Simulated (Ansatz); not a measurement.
## ZnO (wurtzite) under strain

ZnO in the wurtzite structure, relaxed with r2SCAN in Ansatz 0.2.0. It is hexagonal, P6_3mc (No. 186); conventional cell a = 3.235 Å, c = 5.211 Å, 11.81 Å³ an atom. Zn has 4 O at 1.97–1.98 Å; O has 4 Zn at 1.97–1.98 Å.

The axes x, y and z are those of this cell:
```yaml
crystal:
  lattice:
    - [3.23534, 0.00000, 0.00000]
    - [-1.61767, 2.80189, 0.00000]
    - [0.00000, 0.00000, 5.21095]
  atoms:
    - { symbol: Zn, position: [0.33333, 0.66667, 0.99765] }
    - { symbol: Zn, position: [0.66667, 0.33333, 0.49765] }
    - { symbol: O, position: [0.33333, 0.66667, 0.37735] }
    - { symbol: O, position: [0.66667, 0.33333, 0.87735] }
```

Unstrained: With PBE the gap is 0.808 eV and direct, at Γ. With r2SCAN the gap is 1.238 eV and direct, at Γ. The HSE06 gap is direct at Γ: 2.532 eV. Meshes: PBE 12×12×6, r2SCAN 12×12×6, HSE06 6×6×4. Strains are changes of length per length. After each strain the atoms were relaxed again with r2SCAN within the symmetry that the strain leaves, so tilts or polar shifts that break it weren't tested; points keep the names that they have in the unstrained zone. (Simulation; spin polarisation is off.)

Changes of the least gap in eV (an overlap counts as a negative gap):
```csv
strain,volume change (%),space group,PBE,r2SCAN,HSE06,"energy rise, r2SCAN (meV/atom)"
uniaxial -4.0 % along z,-4.0,P6_3mc,+0.103,+0.102,+0.135,12.9
uniaxial -3.0 % along z,-3.0,P6_3mc,+0.078,+0.077,+0.102,7.3
uniaxial -2.0 % along z,-2.0,P6_3mc,+0.053,+0.052,+0.070,3.3
uniaxial -1.0 % along z,-1.0,P6_3mc,+0.027,+0.026,+0.036,0.8
uniaxial +1.0 % along z,+1.0,P6_3mc,-0.028,-0.028,-0.036,0.8
uniaxial +2.0 % along z,+2.0,P6_3mc,-0.056,-0.057,-0.074,3.2
uniaxial +3.0 % along z,+3.0,P6_3mc,-0.087,-0.087,-0.114,7.3
uniaxial +4.0 % along z,+4.0,P6_3mc,-0.118,-0.119,-0.156,12.9
```

Uniaxial -4.0 % along z, other directions held. HSE06: the gap goes from 2.532 to 2.667 eV (+0.135 eV); with r2SCAN the top three valence levels at Γ, grouped 2+1 from the top over 96 meV, become 2+1 over 148 meV. Stress change with r2SCAN, compression positive: xx +5.26, yy +5.26, zz +8.68 GPa.

Uniaxial -3.0 % along z, other directions held. HSE06: the gap goes from 2.532 to 2.634 eV (+0.102 eV); with r2SCAN the top three valence levels at Γ, grouped 2+1 from the top over 96 meV, become 2+1 over 125 meV. Stress change with r2SCAN, compression positive: xx +3.80, yy +3.80, zz +6.57 GPa.

Uniaxial -2.0 % along z, other directions held. HSE06: the gap goes from 2.532 to 2.602 eV (+0.070 eV); with r2SCAN the top three valence levels at Γ, grouped 2+1 from the top over 96 meV, become 2+1 over 109 meV. Stress change with r2SCAN, compression positive: xx +2.44, yy +2.44, zz +4.40 GPa.

Uniaxial -1.0 % along z, other directions held. HSE06: the gap goes from 2.532 to 2.568 eV (+0.036 eV). Stress change with r2SCAN, compression positive: xx +1.16, yy +1.16, zz +2.24 GPa.

Uniaxial +1.0 % along z, other directions held. HSE06: the gap goes from 2.532 to 2.496 eV (-0.036 eV). Stress change with r2SCAN, compression positive: xx -1.11, yy -1.11, zz -2.17 GPa.

Uniaxial +2.0 % along z, other directions held. HSE06: the gap goes from 2.532 to 2.458 eV (-0.074 eV); with r2SCAN the top three valence levels at Γ, grouped 2+1 from the top over 96 meV, become 2+1 over 104 meV. Stress change with r2SCAN, compression positive: xx -2.10, yy -2.10, zz -4.40 GPa.

Uniaxial +3.0 % along z, other directions held. HSE06: the gap goes from 2.532 to 2.418 eV (-0.114 eV); with r2SCAN the top three valence levels at Γ, grouped 2+1 from the top over 96 meV, become 2+1 over 116 meV. Stress change with r2SCAN, compression positive: xx -3.02, yy -3.02, zz -6.59 GPa.

Uniaxial +4.0 % along z, other directions held. HSE06: the gap goes from 2.532 to 2.376 eV (-0.156 eV); with r2SCAN the top three valence levels at Γ, grouped 2+1 from the top over 96 meV, become 2+1 over 130 meV. Stress change with r2SCAN, compression positive: xx -3.86, yy -3.86, zz -8.75 GPa.

The meshes of the hybrids are coarse, so their gaps aren't converged to the digits shown.

The splittings at Γ are without spin-orbit coupling, which regroups them where it is of like size or larger.
